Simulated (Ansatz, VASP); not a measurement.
# HfB in VASP and in Ansatz

```
Hf B
1.0
     4.11140    0.00000    0.00000
    -2.05570    3.56057    0.00000
     0.00000    0.00000    3.90839
Hf B
2 2
Cartesian
  0.0000 2.3737 0.9545
  2.0557 1.1869 0.9545
  0.0000 2.3737 2.8862
  2.0557 1.1869 2.8862
```

Alike in both runs: task relaxation of cell and atoms; functional PBE; k mesh 6 × 6 × 4; occupations gaussian, width 0.1 eV; no spin polarisation.

```csv
,VASP,Ansatz
version,VASP 6.6.1,Ansatz 0.2.0
potentials or method,"VASP PAW PBE potentials, release 64 (Hf_pv, B)","scalar-relativistic, plane waves, PAW"
plane-wave cutoff (eV),600,420
valence electrons in the cell,26,58
```

```csv
,VASP,Ansatz,Ansatz less VASP
"gap on the k mesh at the Fermi level, each at its own relaxed structure (eV)",none,none,-
relaxed volume (Å³/atom),22.50,22.58,+0.081
relaxed cell length with the largest relative difference (Å),4.709,4.721,+0.0121
energy change over the relaxation (meV/atom),-1189,-1163,+26.0
```

A gap of «none» marks a metal or a gap that the smearing closes. The two sets of potentials don't hold the same shells in valence.

Caveats: the k mesh is coarse (spacing up to 0.40 Å⁻¹), so the values aren't converged; the volume moved by over 15 % at a fixed basis, so the end points are rough (VASP). The runs have no spin-orbit coupling, so splittings on Hf are missing.
